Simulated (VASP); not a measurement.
# TiO2 (Anatase) (I4_1/amd) in VASP: notebook

One crystal, TiO2 (Anatase), is run at these levels: PBE; tasks: single point.

All numbers are computed with VASP 6.6.1; they aren't measurements. Logs are shortened: lines on timing, memory, paths and dates and some standing lists are left out, and cuts for length are marked.

## (1) The structure

It takes space group I4_1/amd (No. 141, tetragonal). Conventional cell: a = 3.784 Å, b = 3.784 Å, c = 9.515 Å, α = 90.00°, β = 90.00°, γ = 90.00°. Around Ti (site symmetry -4m2) lie 6 O at 1.93 to 1.98 Å. Around O (site symmetry 2mm) lie 3 Ti at 1.93 to 1.98 Å.

## (2) Single point, PBE

File INCAR:

```
  ADDGRID = F
  ALGO = Normal
  EDIFF = 1E-7
  ENCUT = 460
  GGA = PE
  ISIF = 2
  ISMEAR = -5
  LASPH = T
  LCHARG = F
  LREAL = F
  LWAVE = F
  NELM = 100
  PREC = Accurate
  SIGMA = 0.05
```

File KPOINTS:

```
k-points
0
Gamma
  7 7 7
```

File POSCAR:

```
TiO2
1.0
   -1.8921000000      1.8921000000      4.7573000000
    1.8921000000     -1.8921000000      4.7573000000
    1.8921000000      1.8921000000     -4.7573000000
Ti O
2 4
Direct
    0.7500000000      0.2500000000      0.5000000000
    0.0000000000      0.0000000000      0.0000000000
    0.7919000000      0.7919000000      0.0000000000
    0.5419000000      0.0419000000      0.5000000000
    0.9581000000      0.4581000000      0.5000000000
    0.2081000000      0.2081000000      0.0000000000
```

Potentials or basis: VASP PAW PBE potentials, release 64 (Ti, O).

The run is started by

```
$ cat potpaw_PBE.64/Ti/POTCAR potpaw_PBE.64/O/POTCAR > POTCAR
$ mpirun -np 1 vasp_std > vasp.out
```

OUTCAR:

```text
EDIFF = 1E-7
   ENCUT = 460
   GGA = PE
   ISIF = 2
   ISMEAR = -5
   LASPH = T
   LREAL = F
   NELM = 100
   PREC = Accurate

 Found     40 irreducible k-points:

 Following reciprocal coordinates:
            Coordinates               Weight
  0.000000  0.000000  0.000000      1.000000
  0.142857  0.000000  0.000000      8.000000
  0.285714  0.000000  0.000000      8.000000
  0.428571 -0.000000  0.000000      8.000000
  0.142857  0.142857  0.000000      8.000000
  0.285714  0.142857  0.000000     16.000000
   k-points           NKPTS =     40   k-points in BZ     NKDIM =     40   number of bands    NBANDS=     20
   number of dos      NEDOS =    301   number of ions     NIONS =      6
   total plane-waves  NPLWV =  64000
   dimension x,y,z NGX =    40 NGY =   40 NGZ =   40
   dimension x,y,z NGXF=    80 NGYF=   80 NGZF=   80
   ions per type =               2   4
   NGX,Y,Z   is equivalent  to a cutoff of  12.18, 12.18, 12.18 a.u.
   NGXF,Y,Z  is equivalent  to a cutoff of  24.37, 24.37, 24.37 a.u.
 SYSTEM =  unknown system
   PREC   = accura    normal or accurate (medium, high low for compatibility)
   ISTART =      0    job   : 0-new  1-cont  2-samecut
   ICHARG =      2    charge: 1-file 2-atom 10-const
   ISPIN  =      1    spin polarized calculation?
   LNONCOLLINEAR =      F non collinear calculations
   LSORBIT =      F    spin-orbit coupling
   LASPH  =      T    aspherical Exc in radial PAW
   ENCUT  =  460.0 eV  33.81 Ry    5.81 a.u.   9.55  9.55  9.55*2*pi/ulx,y,z
   NELM   =    100;   NELMIN=  2; NELMDL= -5     # of ELM steps
   EDIFF  = 0.1E-06   stopping-criterion for ELM
   LREAL  =      F    real-space projection
   EDIFFG = 0.1E-05   stopping-criterion for IOM
   NSW    =      0    number of steps for IOM
   IBRION =     -1    ionic relax: 0-MD 1-quasi-New 2-CG
   NFREE  =      0    steps in history (QN), initial steepest desc. (CG)
   ISIF   =      2    stress and relaxation
   ISYM   =      2    0-nonsym 1-usesym 2-fastsym
   POTIM  = 0.5000    time-step for ionic-motion
   TEBEG  =    0.0;   TEEND  =   0.0 temperature during run
   PSTRESS=    0.0 pullay stress
   NELECT =      32.0000    total number of electrons
   NUPDOWN=      -1.0000    fix difference up-down
   EMIN   =  10.00;   EMAX   =-10.00  energy-range for DOS
   EFERMI =   0.00;   METHOD = LEGACY
   ISMEAR =    -5;   SIGMA  =   0.05  broadening in eV -4-tet -1-fermi 0-gaus
   EFERMI_NEDOS =   21; number of points for ismear=-14 and -15
   IALGO  =     38    algorithm
   IMIX   =      4    mixing-type and parameters
     AMIX     =   0.40;   BMIX     =  1.00
     AMIX_MAG =   1.60;   BMIX_MAG =  1.00
  volume/ion in A,a.u.               =      11.35        76.62
  Fermi-wavevector in a.u.,A,eV,Ry     =   1.272590  2.404847 22.034444  1.619486
  Thomas-Fermi vector in A             =   2.405460
   LORBIT       =      0    0 simple, 1 ext, 2 COOP (PROOUT), +10 PAW based schemes
   GGA     = PE    functional components
   LHFCALC =     F    Hartree Fock is set to
   AEXX    =    0.0000 exact exchange contribution
   IVDW    =     0    specifies the selected vdW correction
   LEPSILON=     F    determine dielectric tensor
   LRPA    =     F    only Hartree local field effects (RPA)
 non-spin polarized calculation
 Fermi weights with tetrahedron method with Bloechl corrections
  energy-cutoff  :      460.00
  volume of cell :       68.13
 maximum number of plane-waves:      1553
 NGX is ok and might be reduce to    40
   NGX = 19   NGY = 19   NGZ = 19

 number of electron      31.9999996 magnetization

 Free energy of the ion-electron system (eV)
  ---------------------------------------------------
  ext. energy  EPLUGINS =         0.00000000
  ---------------------------------------------------
  free energy    TOTEN  =       -52.92882578 eV

  energy without entropy =      -52.92882578  energy(sigma->0) =      -52.92882578

 E-fermi :   0.7552     XC(G=0): -10.5256

 val. band max:        0.7054335268   @ k =  -0.4286   0.4286   0.0000
 cond. band min:       2.6436579394   @ k =   0.0000   0.0000   0.0000
 fundamental gap:      1.9382244126
 Fermi energy:         0.7552453495

 k-point     1 :       0.0000    0.0000    0.0000
  band No.  band energies     occupation
      1     -16.9984      2.00000
      2     -15.9501      2.00000
      3     -15.9371      2.00000
      4     -15.4716      2.00000
      5      -3.2721      2.00000
      6      -3.1560      2.00000
[... 12 lines left out ...]
     19       4.4740      0.00000
     20       4.4745      0.00000

 k-point     2 :       0.1429    0.0000    0.0000
  band No.  band energies     occupation
      1     -16.9020      2.00000
      2     -15.9267      2.00000
      3     -15.8894      2.00000
      4     -15.4654      2.00000
      5      -3.4598      2.00000
      6      -3.2721      2.00000
[... 12 lines left out ...]
     19       4.0269      0.00000
     20       4.2390      0.00000

 k-point     3 :       0.2857    0.0000    0.0000
  band No.  band energies     occupation
      1     -16.6804      2.00000
      2     -15.8378      2.00000
      3     -15.7990      2.00000
      4     -15.4612      2.00000
      5      -3.8832      2.00000
      6      -3.2300      2.00000
[... 12 lines left out ...]
     19       3.9205      0.00000
     20       4.1002      0.00000

 k-point     4 :       0.4286   -0.0000    0.0000
  band No.  band energies     occupation
      1     -16.5058      2.00000
      2     -15.7415      2.00000
      3     -15.6822      2.00000
      4     -15.5122      2.00000
      5      -3.9027      2.00000
      6      -3.3296      2.00000
[... 12 lines left out ...]
     19       4.0679      0.00000
     20       4.1459      0.00000

 k-point     5 :       0.1429    0.1429    0.0000
  band No.  band energies     occupation
      1     -16.7789      2.00000
      2     -15.9229      2.00000
      3     -15.8369      2.00000
      4     -15.4720      2.00000
      5      -3.5272      2.00000
      6      -3.3752      2.00000
[... 12 lines left out ...]
     19       3.8660      0.00000
     20       4.1786      0.00000

 k-point     6 :       0.2857    0.1429    0.0000
  band No.  band energies     occupation
      1     -16.5364      2.00000
      2     -15.8509      2.00000
      3     -15.7433      2.00000
      4     -15.4714      2.00000
      5      -3.9074      2.00000
      6      -3.4097      2.00000
[... 12 lines left out ...]
     19       3.9603      0.00000
     20       4.1733      0.00000

 [... further k-points ...]
[... 5 lines left out ...]
  --------------------------------------------------------------------------------------
  -------------------------------------------------------------------------------------
  Total        3.1742552      3.1742552      3.3738758      0.0000000      0.0000000      0.0000000
  in kB       74.6523897     74.6523897     79.3470849      0.0000000      0.0000000      0.0000000
  external PRESSURE =      76.2172881 kB  Pullay stress =       0.0000000 kB

 VOLUME and BASIS-vectors are now :
 -----------------------------------------------------------------------------
  energy-cutoff  :      460.00
  volume of cell :       68.13
      direct lattice vectors                 reciprocal lattice vectors
    -1.892100000  1.892100000  4.757300000     0.000000000  0.264256646  0.105101633
     1.892100000 -1.892100000  4.757300000     0.264256646  0.000000000  0.105101633
     1.892100000  1.892100000 -4.757300000     0.264256646  0.264256646  0.000000000

 POSITION                                       TOTAL-FORCE (eV/Angst)
 -----------------------------------------------------------------------------------
      0.00000      1.89210      2.37865         0.000000      0.000000      0.000000
      0.00000      0.00000      0.00000         0.000000      0.000000      0.000000
      0.00000      0.00000      7.53461        -0.000000     -0.000000     -0.167488
      0.00000      1.89210      0.39866         0.000000      0.000000     -0.167488
      0.00000      1.89210      4.35864        -0.000000     -0.000000      0.167488
      0.00000      0.00000      1.97999        -0.000000     -0.000000      0.167488
 -----------------------------------------------------------------------------------
    total drift:                                0.000000      0.000000     -0.000000

  FREE ENERGIE OF THE ION-ELECTRON SYSTEM (eV)
  ---------------------------------------------------
  free  energy   TOTEN  =       -52.9288257786 eV

  energy  without entropy=      -52.9288257786  energy(sigma->0) =      -52.92882578
```

Wall time 65 s (1 thread of Intel Xeon Platinum 8488C (Sapphire Rapids), shared host); peak memory 0.25 GiB.

These settings aren't checked as converged: the numbers below hold their error.

Results:

```yaml
Free_energy: -52.9288 eV
Pressure: 7.6 GPa
Largest_force: 0.167 eV/Å
Band_gap_on_the_k_mesh: 1.94 eV, indirect (least direct gap 2.26 eV)
```

Caveat: the cutoff is under 1.25 times the usual one of these potentials, so pressure, stress and relaxed cells hold a basis-set (Pulay) error; an odd mesh through Γ misses points on the zone boundary, where band edges often lie.

## (3) Single point, PBE

File INCAR:

```
  ADDGRID = F
  ALGO = Normal
  EDIFF = 1E-7
  ENCUT = 520
  GGA = PE
  ISIF = 2
  ISMEAR = 0
  LASPH = T
  LCHARG = F
  LREAL = F
  LWAVE = F
  NELM = 100
  PREC = Normal
  SIGMA = 0.05
```

KPOINTS is that of step 2.

POSCAR is that of step 2.

Potentials or basis: VASP PAW PBE potentials, release 64 (Ti, O).

The run is started by

```
$ cat potpaw_PBE.64/Ti/POTCAR potpaw_PBE.64/O/POTCAR > POTCAR
$ mpirun -np 1 vasp_std > vasp.out
```

Wall time 37 s (1 thread of Intel Xeon Platinum 8488C (Sapphire Rapids), shared host); peak memory 0.19 GiB.

These settings aren't checked as converged: the numbers below hold their error.

Results:

* Free energy: -52.9153 eV
* Pressure: 8.5 GPa
* Largest force: 0.167 eV/Å
* Band gap on the k mesh: 1.94 eV, indirect (least direct gap 2.26 eV)

Caveat: an odd mesh through Γ misses points on the zone boundary, where band edges often lie.

## (4) The reference run

An earlier run on the cell as given: functional PBEsol; potentials or basis VASP PAW PBE potentials, release 64 (Ti_sv, O); cutoff 520 eV; k mesh 10 × 10 × 10; occupations fermi-dirac, width 0.05 eV; no spin polarisation.

- Pressure: -0.4 GPa
- Largest force: 0.012 eV/Å
- Band gap on the k mesh: 2.06 eV, indirect (least direct gap 2.40 eV)
